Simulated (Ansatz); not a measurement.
**AlN: freezing in a mode**

Aim: for AlN, trace the energy along mode 23.

Computed with Ansatz 0.2.0 (DFT r2SCAN, scalar-relativistic, plane waves, PAW, unless a step's input says otherwise).

2 further runs of the same task are left out: 2 set aside as unsound or not needed. Runs told in other sessions of the task aren't counted.

### Step 1. Starting point

Symmetry: P6_3mc, No. 186, hexagonal system. Conventional cell: a = 3.107 Å, b = 3.107 Å, c = 4.978 Å, α = 90.00°, β = 90.00°, γ = 120.00°. Around Al (site symmetry 3m) lie 4 N at 1.89 to 1.90 Å. Around N (site symmetry 3m) lie 4 Al at 1.89 to 1.90 Å.

As a file:

```cif
data_structure
_symmetry_space_group_name_H-M 'P 1'
_symmetry_Int_Tables_number 1
_cell_length_a 3.1067
_cell_length_b 5.3809
_cell_length_c 5.8682
_cell_angle_alpha 117.289
_cell_angle_beta 105.349
_cell_angle_gamma 90.000
_cell_volume 83.22
loop_
_atom_site_label
_atom_site_type_symbol
_atom_site_fract_x
_atom_site_fract_y
_atom_site_fract_z
_atom_site_occupancy
Al1 Al 0.99915 0.33249 0.99831 1
Al2 Al 0.49915 0.83249 0.99831 1
Al3 Al 0.24915 0.91582 0.49831 1
Al4 Al 0.74915 0.41582 0.49831 1
N1 N 0.80835 0.14168 0.61669 1
N2 N 0.30835 0.64168 0.61669 1
N3 N 0.05835 0.72501 0.11669 1
N4 N 0.55835 0.22501 0.11669 1
```

It is built from the cell relaxed beforehand with the same method (10.40 Å³/atom).

### Step 2. Zero of energy

The cell is repeated 2 times, 8 atoms in all. The reference gives a free energy of -3713.9407 eV, pressure 0.01 GPa, largest force 0.000 eV/Å and gap on the mesh 4.88 eV. It was computed beforehand with the settings of the runs below.

### Step 3. The scan: freezing in a mode

Mode 23 of the phonon run on this cell, counted from the lowest, is frozen in: each atom moves by x times its row below, so x is the largest displacement.

```
atom     ux      uy      uz
 Al1  0.000  -0.010   0.046
 Al2  0.000   0.010  -0.046
 Al3  0.000   0.081  -0.017
 Al4  0.000  -0.081   0.017
  N5  0.000   1.000   0.000
  N6  0.000  -1.000   0.000
  N7  0.000  -0.025   0.511
  N8  0.000   0.025  -0.511
```

### Step 4. x = -0.300 Å

input.yaml reads:

```yaml
crystal:
  lattice:
    - [-3.106665338, 0.0, 0.0]
    - [0.0, 5.3809022075, 0.0]
    - [1.553332669, -2.6904511037, -4.9784048454]
  atoms:
    - { symbol: Al, position: [1.0005406337, 0.3344378079, 1.0010812673] }
    - { symbol: Al, position: [0.4977664639, 0.8305359564, 0.9955329279] }
    - { symbol: Al, position: [0.2486414934, 0.910767504, 0.4972829867] }
    - { symbol: Al, position: [0.7496656042, 0.4208729269, 0.4993312085] }
    - { symbol: "N", position: [0.8083464512, 0.0859270523, 0.6166929024] }
    - { symbol: "N", position: [0.3083464512, 0.6974325168, 0.6166929024] }
    - { symbol: "N", position: [0.0737425224, 0.7417838983, 0.1474850448] }
    - { symbol: "N", position: [0.54295038, 0.2082423374, 0.08590076] }
basis:
  ecutwfc: 500
kpoints:
  mp_grid: { grid: [8, 8, 8] }
hamiltonian:
  xc: r2scan
scf:
  occupations: { method: gaussian, width: 0.05 }
output:
  forces: true
  stress: true
  eigenvalues: true
```

Run with:

```
ansatz run input.yaml --threads 2 --pin off --max-ram 5120MiB --backend cpu --events-out ev --progress --plain --runs-dir out
```

### Step 5. x = 0.225 Å

input.yaml reads:

```yaml
crystal:
  lattice:
    - [-3.106665338, 0.0, 0.0]
    - [0.0, 5.3809022075, 0.0]
    - [1.553332669, -2.6904511037, -4.9784048454]
  atoms:
    - { symbol: Al, position: [0.9981132352, 0.3310236878, 0.9962264703] }
    - { symbol: Al, position: [0.5001938624, 0.8339500765, 1.0003877249] }
    - { symbol: Al, position: [0.2495375904, 0.919609749, 0.4990751807] }
    - { symbol: Al, position: [0.7487695072, 0.4120306819, 0.4975390145] }
    - { symbol: "N", position: [0.8083464512, 0.1834943337, 0.6166929024] }
    - { symbol: "N", position: [0.3083464512, 0.5998652354, 0.6166929024] }
    - { symbol: "N", position: [0.0467993978, 0.7124350325, 0.0935987956] }
    - { symbol: "N", position: [0.5698935046, 0.2375912032, 0.1397870092] }
basis:
  ecutwfc: 500
kpoints:
  mp_grid: { grid: [8, 8, 8] }
hamiltonian:
  xc: r2scan
scf:
  occupations: { method: gaussian, width: 0.05 }
output:
  forces: true
  stress: true
  eigenvalues: true
```

### Step 6. At x = -0.150 Å

input.yaml reads:

```yaml
crystal:
  lattice:
    - [-3.106665338, 0.0, 0.0]
    - [0.0, 5.3809022075, 0.0]
    - [1.553332669, -2.6904511037, -4.9784048454]
  atoms:
    - { symbol: Al, position: [0.9998470912, 0.333462345, 0.9996941825] }
    - { symbol: Al, position: [0.4984600064, 0.8315114193, 0.9969200127] }
    - { symbol: Al, position: [0.2488975211, 0.9132938597, 0.4977950422] }
    - { symbol: Al, position: [0.7494095765, 0.4183465712, 0.498819153] }
    - { symbol: "N", position: [0.8083464512, 0.1138034184, 0.6166929024] }
    - { symbol: "N", position: [0.3083464512, 0.6695561507, 0.6166929024] }
    - { symbol: "N", position: [0.0660444868, 0.7333985081, 0.1320889736] }
    - { symbol: "N", position: [0.5506484156, 0.2166277276, 0.1012968312] }
basis:
  ecutwfc: 500
kpoints:
  mp_grid: { grid: [8, 8, 8] }
hamiltonian:
  xc: r2scan
scf:
  occupations: { method: gaussian, width: 0.05 }
output:
  forces: true
  stress: true
  eigenvalues: true
```

### Step 7. x = 0.075 Å

input.yaml reads:

```yaml
crystal:
  lattice:
    - [-3.106665338, 0.0, 0.0]
    - [0.0, 5.3809022075, 0.0]
    - [1.553332669, -2.6904511037, -4.9784048454]
  atoms:
    - { symbol: Al, position: [0.9988067776, 0.3319991507, 0.9976135552] }
    - { symbol: Al, position: [0.49950032, 0.8329746136, 0.99900064] }
    - { symbol: Al, position: [0.2492815627, 0.9170833933, 0.4985631253] }
    - { symbol: Al, position: [0.7490255349, 0.4145570376, 0.4980510699] }
    - { symbol: "N", position: [0.8083464512, 0.1556179676, 0.6166929024] }
    - { symbol: "N", position: [0.3083464512, 0.6277416015, 0.6166929024] }
    - { symbol: "N", position: [0.0544974334, 0.7208204227, 0.1089948668] }
    - { symbol: "N", position: [0.562195469, 0.229205813, 0.124390938] }
basis:
  ecutwfc: 500
kpoints:
  mp_grid: { grid: [8, 8, 8] }
hamiltonian:
  xc: r2scan
scf:
  occupations: { method: gaussian, width: 0.05 }
output:
  forces: true
  stress: true
  eigenvalues: true
```

### Step 8. Point x = 0.263 Å

input.yaml reads:

```yaml
crystal:
  lattice:
    - [-3.106665338, 0.0, 0.0]
    - [0.0, 5.3809022075, 0.0]
    - [1.553332669, -2.6904511037, -4.9784048454]
  atoms:
    - { symbol: Al, position: [0.9979398496, 0.3307798221, 0.9958796991] }
    - { symbol: Al, position: [0.500367248, 0.8341939422, 1.0007344961] }
    - { symbol: Al, position: [0.2496015973, 0.920241338, 0.4992031946] }
    - { symbol: Al, position: [0.7487055003, 0.4113990929, 0.4974110006] }
    - { symbol: "N", position: [0.8083464512, 0.1904634253, 0.6166929024] }
    - { symbol: "N", position: [0.3083464512, 0.5928961438, 0.6166929024] }
    - { symbol: "N", position: [0.0448748889, 0.710338685, 0.0897497778] }
    - { symbol: "N", position: [0.5718180135, 0.2396875507, 0.143636027] }
basis:
  ecutwfc: 500
kpoints:
  mp_grid: { grid: [8, 8, 8] }
hamiltonian:
  xc: r2scan
scf:
  occupations: { method: gaussian, width: 0.05 }
output:
  forces: true
  stress: true
  eigenvalues: true
```

### Step 9. Point x = 0.188 Å

input.yaml reads:

```yaml
crystal:
  lattice:
    - [-3.106665338, 0.0, 0.0]
    - [0.0, 5.3809022075, 0.0]
    - [1.553332669, -2.6904511037, -4.9784048454]
  atoms:
    - { symbol: Al, position: [0.9982866208, 0.3312675535, 0.9965732415] }
    - { symbol: Al, position: [0.5000204768, 0.8337062108, 1.0000409537] }
    - { symbol: Al, position: [0.2494735834, 0.9189781601, 0.4989471669] }
    - { symbol: Al, position: [0.7488335142, 0.4126622708, 0.4976670283] }
    - { symbol: "N", position: [0.8083464512, 0.1765252422, 0.6166929024] }
    - { symbol: "N", position: [0.3083464512, 0.6068343269, 0.6166929024] }
    - { symbol: "N", position: [0.0487239067, 0.7145313801, 0.0974478134] }
    - { symbol: "N", position: [0.5679689957, 0.2354948556, 0.1359379914] }
basis:
  ecutwfc: 500
kpoints:
  mp_grid: { grid: [8, 8, 8] }
hamiltonian:
  xc: r2scan
scf:
  occupations: { method: gaussian, width: 0.05 }
output:
  forces: true
  stress: true
  eigenvalues: true
```

(Steps that only read results are left out.)

Q: Predict the outcome of this session. Wanted: harmonic wavenumber of the mode.

**Answer**, as computed:

| quantity | value |
| --- | --- |
| harmonic wavenumber of the mode | 742 cm⁻¹ |
| the same from the force at an amplitude of 0.075 Å | 744 cm⁻¹ |

**Reading.** The force at the smallest amplitude gives 744 cm⁻¹ against 742 cm⁻¹ from the phonon run, so the curve is close to a parabola there. No sampled point lies below the undisturbed cell. The gap on the mesh stays between 3.98 and 4.88 eV.
